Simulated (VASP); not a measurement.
# SrO: band structure with revPBE

SrO:

```
CELL_PARAMETERS angstrom
0.00000 2.56630 2.56630
2.56630 0.00000 2.56630
2.56630 2.56630 0.00000
ATOMIC_POSITIONS crystal
Sr 0.50000 0.50000 0.50000
O 0.00000 0.00000 0.00000
```

```
Program                : VASP 6.6.1
Task                   : band structure
Functional             : revPBE
Potentials or basis    : VASP PAW PBE potentials, release 64 (Sr_sv, O)
Cutoff                 : 520 eV
k mesh                 : 9 × 9 × 9
Occupations            : fermi-dirac, width 0.05 eV
Spin                   : no spin polarisation
Further INCAR settings : ALGO = Normal; EDIFF = 1e-06
```

The pressure is 6.2 GPa and the band gap on the k mesh is 3.41 eV, indirect (least direct gap 3.50 eV). The band gap along the path is 3.35 eV, indirect (least direct gap 3.43 eV).

Levels at the corners of the path, in eV from the valence-band top:
```
point  band 4  band 5  band 6  band 7  band 8  band 9  band 10  band 11  band 12
    Γ  -14.08  -14.08    0.00    0.00    0.00    4.16     6.27     6.27     6.27
    X  -14.45  -14.45   -0.42   -0.08   -0.08    3.35     7.88    10.18    10.56
    X  -14.45  -14.45   -0.42   -0.08   -0.08    3.35     7.88    10.18    10.56
    W  -14.75  -13.50   -1.12   -0.43   -0.43    6.11     6.11     8.67    11.13
    W  -14.75  -13.50   -1.12   -0.43   -0.43    6.11     6.11     8.67    11.13
    K  -14.35  -13.68   -0.94   -0.58   -0.46    4.87     8.01     8.79    10.19
    K  -14.35  -13.68   -0.94   -0.58   -0.46    4.87     8.01     8.79    10.19
    Γ  -14.08  -14.08    0.00    0.00    0.00    4.16     6.27     6.27     6.27
    Γ  -14.08  -14.08    0.00    0.00    0.00    4.16     6.27     6.27     6.27
    L  -14.16  -12.90   -2.14   -1.14   -1.14    6.64     8.62     8.90     8.90
    L  -14.16  -12.90   -2.14   -1.14   -1.14    6.64     8.62     8.90     8.90
    U  -14.35  -13.68   -0.94   -0.58   -0.46    4.87     8.01     8.79    10.19
    U  -14.35  -13.68   -0.94   -0.58   -0.46    4.87     8.01     8.79    10.19
    W  -14.75  -13.50   -1.12   -0.43   -0.43    6.11     6.11     8.67    11.13
    W  -14.75  -13.50   -1.12   -0.43   -0.43    6.11     6.11     8.67    11.13
    L  -14.16  -12.90   -2.14   -1.14   -1.14    6.64     8.62     8.90     8.90
    L  -14.16  -12.90   -2.14   -1.14   -1.14    6.64     8.62     8.90     8.90
    K  -14.35  -13.68   -0.94   -0.58   -0.46    4.87     8.01     8.79    10.19
    U  -14.35  -13.68   -0.94   -0.58   -0.46    4.87     8.01     8.79    10.19
    X  -14.45  -14.45   -0.42   -0.08   -0.08    3.35     7.88    10.18    10.56
```

Wall time 62 s on 1 thread of Intel(R) Xeon(R) Platinum 8259CL CPU @ 2.50GHz (Skylake/Cascade Lake) (shared host), peak memory 0.18 GiB.

Caveat: the PAW data sets were made with another functional, which shifts forces and pressure a little.
